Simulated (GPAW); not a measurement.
Crystal: TiO.

```
Ti O
1.0
     4.08667    0.00000    0.00000
     0.00000    4.08667    0.00000
     0.00000    0.00000    4.08667
Ti O
3 3
Direct
  0.50000 0.00000 0.50000
  0.00000 0.50000 0.50000
  0.50000 0.50000 0.00000
  0.00000 0.00000 0.50000
  0.50000 0.00000 0.00000
  0.00000 0.50000 0.00000
```

The cell comes from a database or a generator and needn't be the stable form of this composition.

Base run:

```yaml
Program: GPAW 26.7.0
Functional: PBEsol
Potentials_or_basis: PAW data sets generated in the run's folder for this functional
Cutoff: 800 eV
Basis: pw
k_mesh: 7 × 7 × 7
Occupations: fermi-dirac, width 0.05 eV
Spin: no spin polarisation
Hubbard_terms: Ti d U = 4 eV
```

Its results: pressure -1.0 GPa.

Task: After a change of settings the same cell gave: pressure -2.6 GPa. Which change was it?
A. k mesh from 7 × 7 × 7 to 5 × 5 × 5; hubbard terms from Ti d U = 4 eV to none
B. hubbard terms from Ti d U = 4 eV to Ti d U = 1 eV
C. hubbard terms from Ti d U = 4 eV to Ti d U = 3 eV
D. hubbard terms from Ti d U = 4 eV to none

Result: C.

Caveats: U without spin polarisation on a metal has little footing.

Not every run made on this cell is shown here.
